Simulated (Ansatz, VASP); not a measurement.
# BN in two plane-wave programs, part 2 of 2

Aim: how closely do two programs agree when they are given the same cell, functional and k mesh? The cell is a member of a volume series, scaled by 0.94 from a relaxed one, so a pressure remains.

VASP 6.6.1 and Ansatz 0.2.0.

So far: Set-up; VASP: zone-centre phonons, LDA, volume scaled by 0.94.

### 3. Ansatz: zone-centre phonons, LDA, volume scaled by 0.94

Level of this step: Ansatz beside VASP: Kohn-Sham DFT, plane waves, LDA (Ansatz).

Ansatz runs on its default PAW (the set named soft_2) files.

The same cell, functional (in two slightly different forms) and mesh now go to Ansatz, which takes its cutoff from its data sets.

Contents of input.yaml:

```yaml
crystal:
  lattice:
    - [0.0, 1.7547448303, 1.7547448303]
    - [1.7547448303, 0.0, 1.7547448303]
    - [1.7547448303, 1.7547448303, 0.0]
  atoms:
    - { symbol: B, position: [0.0, 0.0, 0.0] }
    - { symbol: "N", position: [0.25, 0.25, 0.25] }
hamiltonian:
  xc: lda
  pseudopotentials: { kind: paw }
kpoints:
  mp_grid: { grid: [11, 11, 11] }
scf:
  occupations: { method: fixed }
phonons:
  method: dfpt
  qpoints: [[0, 0, 0]]
  dielectric: true
  rigid_motions: translations
```

Launch:

```
$ ansatz run input.yaml --threads 4 --pin off --max-ram 9216MiB --backend cpu --events-out ev --progress --plain --runs-dir out
```

Numbers of over 12 decimals in the logs are rounded to 6 here.

Output:

```text
Engine: ansatz 0.2.0, aarch64-unknown-linux-gnu
Pseudopotentials: kind: paw
Pseudopotential: B, paw, valence charge 3, recommended cutoff 420 eV (normal), B.paw.azcp
Pseudopotential: N, paw, valence charge 5, recommended cutoff 420 eV (normal), N.paw.azcp
Functional definition: SPW92
  exchange = slater_x
  correlation = pw_c
Crystal: 2 atoms, lattice volume = 10.806 Å³
Basis set: ecut = 420 eV, 181 PW (Γ), exchange–correlation on 36×36×36 points (8 copies of the dense FFT grid, shifted against one another)
Bands: 8, of which v1, the nominal top of the filled ones, is band 4 counted from 1 (3 counted from 0)
Symmetry: 24 space group operations
k-points: 216 of 1331 (irreducible under 4 space group operations, time reversal used)
Non-local potential: B, projectors of the file, l = 0: 2, l = 1: 2, l = 2: 1
Non-local potential: N, projectors of the file, l = 0: 2, l = 1: 2, l = 2: 1
PAW form: soft (Blöchl's): semilocal exchange-correlation on the pseudo side does not see the compensation charge
PAW frozen core: B, regenerated for the run's functional, and the local potential with it (the file was generated under x = pbe(κ = 0.804, μ = 0.219515), c = pbe(β = 0.066725))
PAW frozen core: N, regenerated for the run's functional, and the local potential with it (the file was generated under x = pbe(κ = 0.804, μ = 0.219515), c = pbe(β = 0.066725))
PAW one-centre angular grid: B, 110 points (default); XC on 64 Gauss nodes
PAW one-centre angular grid: N, 110 points (default); XC on 64 Gauss nodes
Initial density: superposition of atomic densities (neutral atoms: chi_scale 0, normalization atom), corrected by the library's trained network
Initial wavefunctions: pseudopotential atomic-orbital guess
Functional: x = slater, c = lda
SCF iter   1: F=—  HF=-526.417396 eV  |F-HF|=—  |Δ(HF+E_count)|=         —  Δρ=1.01e-2  dr2=8.13e-3  ethr=1.77e-3  ⟨swp⟩=3.9  Hψ=9856  notcnv=0  defer=343
preconditioner: auto → none  [insulator: Δε(μ)=4.493 eV  Ē_g=21.112 eV  n_scr=0 (ndim 8)  ℏωp=31.9 eV  f_vac=0.000  ε∞_Penn≈3.3]
SCF iter   2: F=—  HF=-526.414973 eV  |F-HF|=—  |Δ(HF+E_count)|=   2.42e-3  Δρ=3.68e-3  dr2=5.46e-4  ethr=1.02e-4  ⟨swp⟩=2.1  Hψ=3986  notcnv=0  defer=423
SCF iter   3: F=—  HF=-526.414812 eV  |F-HF|=—  |Δ(HF+E_count)|=   1.61e-4  Δρ=1.56e-3  dr2=7.48e-5  ethr=6.82e-6  ⟨swp⟩=2.9  Hψ=2940  notcnv=0  defer=423
SCF iter   4: F=—  HF=-526.414795 eV  |F-HF|=—  |Δ(HF+E_count)|=   1.75e-5  Δρ=1.79e-4  dr2=8.80e-7  ethr=9.35e-7  ⟨swp⟩=1.0  Hψ=1728  notcnv=0  defer=3
SCF iter   5: F=—  HF=-526.414795 eV  |F-HF|=—  |Δ(HF+E_count)|=   1.11e-7  Δρ=9.20e-6  dr2=2.92e-9  ethr=1.10e-8  ⟨swp⟩=2.0  Hψ=2592  notcnv=0
SCF iter   6: F=-526.414795 eV  HF=-526.414795 eV  |F-HF|=2.24e-11  |Δ(HF+E_count)|=  5.21e-10  Δρ=1.15e-6  dr2=2.61e-11  ethr=1.25e-12  ⟨swp⟩=7.0  Hψ=9275  notcnv=0
SCF 1 converged in 6 iterations: F = -526.414795 eV  dr2 = 2.61e-11
  greatest PAW one-centre occupation: 0.788 electrons in one spin orbital (limit 2), on the N atom at site 1 (counted from 0), in its partial waves of l = 0
NSCF: frozen V_eff on 6 k-points
DFPT response loops at Γ: preconditioner auto → none (the input reference at scf.mixing.eps_inf says where Resta's filter doesn't serve); β = 0.50; Broyden in place of MSR1
SCF converged after 6 iterations
Free energy (F): -526.414795 eV
Harris-Foulkes:  -526.414795 eV  (|F-HF|=2.24e-11)
Internal energy: -526.414795 eV  (E = F + TS)
E sigma→0 (E₀):  -526.414795 eV
Fermi energy:    12.408827 eV
--- Per-component energies (eV) ---
  E_band       = 32.945198
  E_kinetic    = 190.624889
  E_local      = -167.916793  (includes V_loc(G=0)·N_el)
  E_nonlocal   = 59.426481
  E_hartree    = 46.358453
  E_xc         = -93.912351
  E_vxc        = -117.291178  (∫ρ·V_xc dr)
  E_paw        = -191.962216  (= ΣΔE_a)
  E_vpaw       = -24.615184  (= ΣTr[D̂ρ^β])
  E_aug_tail   = 0.000096  (compensation charges beyond the density's cutoff)
  E_ewald      = -369.159232
  E_core_change = 0.125878  (= ΣΔE_core)
  E_smearing   = -0.000000  (= −TS)
  E_closure    = 0.000000  (closes the sum)
  Σ components = -526.414795   (vs F -526.414795, Δ=0.00e0)
--- Band table (eV; the first three rows and the last of 216) ---
  k-point 0: bands = ["-8.7111", "12.4088", "12.4088", "12.4088", "21.5235", "21.5235", "21.5235", "24.2905"]
  k-point 1: bands = ["-8.4951", "11.2772", "12.1716", "12.1716", "21.8782", "21.8782", "21.9104", "24.8626"]
  k-point 2: bands = ["-7.8545", "8.7538", "11.6187", "11.6187", "22.5330", "22.6520", "22.6520", "26.1641"]
  k-point 215: bands = ["-4.0810", "3.8111", "5.8002", "9.6780", "21.9341", "25.8300", "26.8955", "28.6240"]
--- Phonons (Γ-DFPT): 2 representative perturbations + reference, on 216 of 1331 k-points (Σ response iterations 6) ---
  k mesh reduced under 4 symmetry operations, with k and −k counted as one. Each operation leaves every solved perturbation unchanged. A smaller set is not considered because the run solves the response to a homogeneous field
  ASR residual: 2.496e-4 → 0.000e0 eV/Å²; symmetrization residual: 2.954e-7 eV/Å²
  ASR residual per site (eV/Å²): 2.50e-4 6.44e-5
  Γ frequencies (cm⁻¹): 0.00 0.00 0.00 1149.53 1149.53 1149.53
  ε∞ (high-frequency dielectric tensor):
        4.516026     0.000000     0.000000
       -0.000000     4.516026     0.000000
        0.000000     0.000000     4.516026
  ε⁰ (static dielectric tensor: ions relaxed, cell fixed):
        6.447767    -0.000000     0.000000
       -0.000000     6.447767     0.000000
        0.000000     0.000000     6.447767
  ε⁰ − ε∞ (ionic part):
        1.931741    -0.000000     0.000000
       -0.000000     1.931741     0.000000
        0.000000     0.000000     1.931741
  softest optical mode at Γ: 1149.53 cm⁻¹; the repairs (sum rule, projections) moved no ω² at Γ by more than (2.51 cm⁻¹)²
  Born effective charges Z* (e; rows j = field, columns β = displacement):
    site 0:
         1.84939   -0.00000    0.00000
         0.00000    1.84939   -0.00000
         0.00000   -0.00000    1.84939
    site 1:
        -1.84939    0.00000   -0.00000
        -0.00000   -1.84939    0.00000
        -0.00000    0.00000   -1.84939
  Z* charge neutrality: 2.707e-6 e pre-enforcement
  k-mesh period / interband length: 27.3 Å / 1.26 Å = 21.68 at k = (0.0000, 0.4545, 0.4545), direct gap 9.888 eV — 14 or more, which is no proof of convergence
  optical modes at Γ without the LO–TO term, one row a degenerate level:
      ω (cm⁻¹)  modes    IR ((D/Å)²/amu)
       1149.53      3            38.7990
  optical modes at Γ + LO–TO along q̂ = [1.0000, 0.0000, 0.0000]:
      ω (cm⁻¹)  modes    IR ((D/Å)²/amu)
       1149.53      2            25.8660
       1373.55      1            12.9330
  optical modes at Γ + LO–TO along q̂ = [0.0000, 1.0000, 0.0000]:
      ω (cm⁻¹)  modes    IR ((D/Å)²/amu)
       1149.53      2            25.8660
       1373.55      1            12.9330
  optical modes at Γ + LO–TO along q̂ = [0.0000, 0.0000, 1.0000]:
      ω (cm⁻¹)  modes    IR ((D/Å)²/amu)
       1149.53      2            25.8660
       1373.55      1            12.9330
--- Phonons (arbitrary-q DFPT): 1 explicit q-point ---
  q = [0, 0, 0] (of the zone-centre solve; hermiticity 1.99e-8, symmetrization 9.59e-16): -0.00 0.00 0.00 1149.53 1149.53 1149.53
  sum rule: each row above includes the acoustic sum rule's correction from the zone centre's row sums; it moved no ω² by more than (2.51 cm⁻¹)²
```

The job ended after 4.2 s (4 threads of Arm Neoverse V1, shared host; peak memory 0.33 GiB).

### 4. Comparison

Known differences besides the potentials themselves: the two LDA forms differ slightly; the cutoff is 420 eV in Ansatz and 600 eV in VASP; VASP's log shows a relativistic correction to its local exchange, Ansatz's none. Total energies have different zeros and are not compared.

The two programs side by side:

```tsv
quantity	Ansatz	VASP	difference
ε∞ xx	4.52	4.52	+0.00 %
ε∞ yy	4.52	4.52	+0.00 %
ε∞ zz	4.52	4.52	+0.00 %
Born charge of B1 (mean of the diagonal) (e)	1.85	1.84	+0.01
Born charge of N2 (mean of the diagonal) (e)	-1.85	-1.84	-0.01
optical mode 1 to 3 (cm⁻¹)	1149.5	1151.1	-0.14 %
```

Modes are paired by rising frequency and degeneracy, not by their patterns, so a pair may still set unlike modes beside each other.

### 5. Ansatz: zone-centre phonons, LDA, volume scaled by 1.045

Second derivatives magnify differences that forces hide, and they need a tight electronic threshold. The cell compared in this pair holds 12.01 Å³, against 10.81 Å³ for the pair before.

The cell is a member of a volume series, scaled by 1.045 from a relaxed one, so a pressure remains.

input.yaml, the sections that differ from step 3:

```yaml
crystal:
  lattice:
    - [0.0, 1.8177889142, 1.8177889142]
    - [1.8177889142, 0.0, 1.8177889142]
    - [1.8177889142, 1.8177889142, 0.0]
  atoms:
    - { symbol: B, position: [0.0, 0.0, 0.0] }
    - { symbol: "N", position: [0.25, 0.25, 0.25] }
kpoints:
  mp_grid: { grid: [10, 10, 10] }
# hamiltonian, scf, phonons: as in step 3
```

Output:

```text
[...]
Crystal: 2 atoms, lattice volume = 12.013 Å³
Basis set: ecut = 420 eV, 259 PW (Γ), exchange–correlation on 36×36×36 points (8 copies of the dense FFT grid, shifted against one another)
Bands: 8, of which v1, the nominal top of the filled ones, is band 4 counted from 1 (3 counted from 0)
Symmetry: 24 space group operations
k-points: 171 of 1000 (irreducible under 4 space group operations, time reversal used)
[...]
ω (cm⁻¹)  modes    IR ((D/Å)²/amu)
[...]
optical modes at Γ + LO–TO along q̂ = [0.0000, 1.0000, 0.0000]:
      ω (cm⁻¹)  modes    IR ((D/Å)²/amu)
       1008.61      2            27.2906
       1242.10      1            13.6453
  optical modes at Γ + LO–TO along q̂ = [0.0000, 0.0000, 1.0000]:
      ω (cm⁻¹)  modes    IR ((D/Å)²/amu)
       1008.61      2            27.2906
       1242.10      1            13.6453
--- Phonons (arbitrary-q DFPT): 1 explicit q-point ---
[...]
[key lines of the parts left out:]
SCF converged after 7 iterations
Free energy (F): -526.439195 eV
Fermi energy:    10.651371 eV
```

The job ended after 5.7 s (4 threads; peak memory 0.38 GiB).

### 6. VASP: zone-centre phonons, LDA, volume scaled by 1.045

The same cell, functional (in two slightly different forms) and mesh now go to VASP, with its own data sets and cutoff.

Contents of INCAR:

```
SYSTEM = BN
PREC = Accurate
ENCUT = 600
EDIFF = 1E-08
NELM = 120
ISMEAR = 0
SIGMA = 0.02
LREAL = .FALSE.
ALGO = Normal
GGA = CA
NBANDS = 10
LASPH = .TRUE.
LWAVE = .FALSE.
LCHARG = .FALSE.
KPAR = 4
LEPSILON = .TRUE.
IBRION = 8
NSW = 1
```

Contents of POSCAR:

```
BN
1.0
    0.0000000000      1.8177889142      1.8177889142
    1.8177889142      0.0000000000      1.8177889142
    1.8177889142      1.8177889142      0.0000000000
B N
1 1
Direct
    0.0000000000      0.0000000000      0.0000000000
    0.2500000000      0.2500000000      0.2500000000
```

Contents of KPOINTS:

```
Automatic mesh
0
Gamma
10 10 10
0 0 0
```

Potentials, in the order of the species: B and N (LDA family, release 64).

Launch:

```
$ mpirun -np 4 vasp_std
```

Output:

```text
[... set-up lines as in an earlier step ...]
 entering main loop
       N       E                     dE             d eps       ncg     rms          rms(c)
DAV:   1     0.105093950834E+02    0.10509E+02   -0.54756E+03   972   0.884E+02
DAV:   2    -0.200233286993E+02   -0.30533E+02   -0.29797E+02  1210   0.170E+02
DAV:   3    -0.204895260060E+02   -0.46620E+00   -0.46550E+00  1120   0.182E+01
DAV:   4    -0.204900276509E+02   -0.50164E-03   -0.50163E-03  1020   0.743E-01
[...]
DAV:  11    -0.193904782039E+02   -0.51502E-06   -0.21588E-06  1042   0.104E-02    0.645E-03
DAV:  12    -0.193904781187E+02    0.85189E-07   -0.60527E-07  1046   0.481E-03    0.200E-04
DAV:  13    -0.193904781195E+02   -0.74482E-09   -0.91392E-09   576   0.980E-04
   1 F= -.19390478E+02 E0= -.19390478E+02  d E =-.687560E-51
 Linear response reoptimize wavefunctions to high precision
DAV:   1    -0.193904781194E+02    0.46214E-10   -0.22770E-10   660   0.189E-04
 Linear response G [H, r] |phi>, progress :
  Direction:   1
       N       E                     dE             d eps       ncg     rms
[...]
RMM:  11    -0.358516009286E-01    0.13068E-09   -0.15827E-07  3180   0.399E-05    0.173E-08
 first order change of Fermi-energy  -0.51086E-04
 force on displaced ion       1 direction 1 : -22.957  -0.000  -0.000
 Born effective charge ion    1 direction 1 :   1.895   0.000   0.000
 Linear response progress:
  Degree of freedom:   2/  2
       N       E                     dE             d eps       ncg     rms          rms(c)
RMM:   1    -0.228494464650E+00   -0.22849E+00    0.11122E-01  6934   0.331E+00
RMM:   2    -0.223274613967E+00    0.52199E-02   -0.19007E-03  5259   0.442E-01    0.220E-01
RMM:   3    -0.224262503097E+00   -0.98789E-03   -0.31990E-04  5081   0.151E-01    0.120E-01
RMM:   4    -0.226206799637E+00   -0.19443E-02   -0.31439E-04  4919   0.147E-01    0.224E-02
[...]
RMM:   8    -0.226259083285E+00    0.18114E-06    0.49242E-08  5758   0.104E-04    0.193E-05
RMM:   9    -0.226259032005E+00    0.51280E-07    0.36713E-08  5909   0.101E-04    0.102E-06
RMM:  10    -0.226259031951E+00    0.54413E-10    0.47357E-08  4577   0.870E-05    0.415E-07
 first order change of Fermi-energy   0.25085E-03
 force on displaced ion       2 direction 1 : -22.961   0.000   0.000
 Born effective charge ion    2 direction 1 :  -1.895   0.000   0.000
 Born effective charges drift removed
 Linear response finished
```

OUTCAR, selected parts (step 6):

```text
  Total       -1.2258019     -1.2258019     -1.2258019      0.0000000      0.0000000      0.0000000
  in kB     -163.4822253   -163.4822253   -163.4822253      0.0000000      0.0000000      0.0000000
  external PRESSURE =    -163.4822253 kB  Pullay stress =       0.0000000 kB

 POSITION                                       TOTAL-FORCE (eV/Angst)
 -----------------------------------------------------------------------------------
      0.00000      0.00000      0.00000         0.000000      0.000000      0.000000
      0.90889      0.90889      0.90889        -0.000000     -0.000000     -0.000000
 -----------------------------------------------------------------------------------
    total drift:                               -0.000000     -0.000000     -0.000000

 MACROSCOPIC STATIC DIELECTRIC TENSOR (including local field effects in DFT)
 ------------------------------------------------------
           4.609372    -0.000000     0.000000
          -0.000000     4.609372    -0.000000
          -0.000000    -0.000000     4.609372
 ------------------------------------------------------

 MACROSCOPIC STATIC DIELECTRIC TENSOR IONIC CONTRIBUTION
 ------------------------------------------------------
           2.355064     0.000000     0.000000
           0.000000     2.355064    -0.000000
           0.000000    -0.000000     2.355064
 ------------------------------------------------------

[... 2 further parts left out ...]
```

### 7. Side by side

Compared:

```tsv
quantity	Ansatz	VASP	difference
ε∞ xx	4.61	4.61	+0.02 %
ε∞ yy	4.61	4.61	+0.02 %
ε∞ zz	4.61	4.61	+0.02 %
Born charge of B1 (mean of the diagonal) (e)	1.90	1.89	0.00
Born charge of N2 (mean of the diagonal) (e)	-1.90	-1.89	0.00
optical mode 1 to 3 (cm⁻¹)	1008.6	1011.6	-0.30 %
```

Modes are paired by rising frequency and degeneracy, not by their patterns, so a pair may still set unlike modes beside each other.

### 8. Results

```yaml
r_m_s_difference_of_the_optical_zone_centre_modes_each_program_s_sorted_by_frequency_zone_centre_phonons_lda_volume_scaled_by_0p94: 1.6 cm⁻¹
r_m_s_difference_of_the_optical_zone_centre_modes_each_program_s_sorted_by_frequency_zone_centre_phonons_lda_volume_scaled_by_1p045: 3.0 cm⁻¹
```

**Reading.** The r.m.s. difference of the optical zone-centre modes, each program's sorted by frequency is 1.6 cm⁻¹ (zone-centre phonons, LDA, volume scaled by 0.94). Such differences can come from data sets, numerical settings and the points named under the comparisons, not from the functional's error against experiment.

[Lines on the potential files, build, host, timing and source positions are cut from VASP's logs without a mark.]

[Logs are printed without paths, hosts, clocks, repeated set-up lines and the standing remarks that a program may print on its own settings, such as how far it seeks lower states.]

[Hosts, paths, dates, database ids (printed as entryN), source tags and the programs' standing remarks are cut or masked in the printed files.]
